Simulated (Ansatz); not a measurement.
# SiC: element substitutions

Take SiC in the zinc blende structure (space group F-43m, No. 216; a = 4.357 Å) as the base.

Each row replaces one element on all its sites; cell and atoms are relaxed.

Method: r2SCAN (Ansatz, a first-principles code, PAW, without spin-orbit coupling), earlier PAW set.

| variant | shortest interatomic distance | density |
|---|---|---|
| base | 3.565 bohr | 3.22 g/cm³ |
| Si → Pb | 4.338 bohr | 9.77 g/cm³ |
| Si → Mg | 4.124 bohr | 1.88 g/cm³ |
| C → Pb | 5.081 bohr | 6.53 g/cm³ |

No phonon test of stability was made. As relaxed here, PbC, MgC and PbSi are hypothetical phases, not in the database extracts checked. All final runs are without spin polarisation.
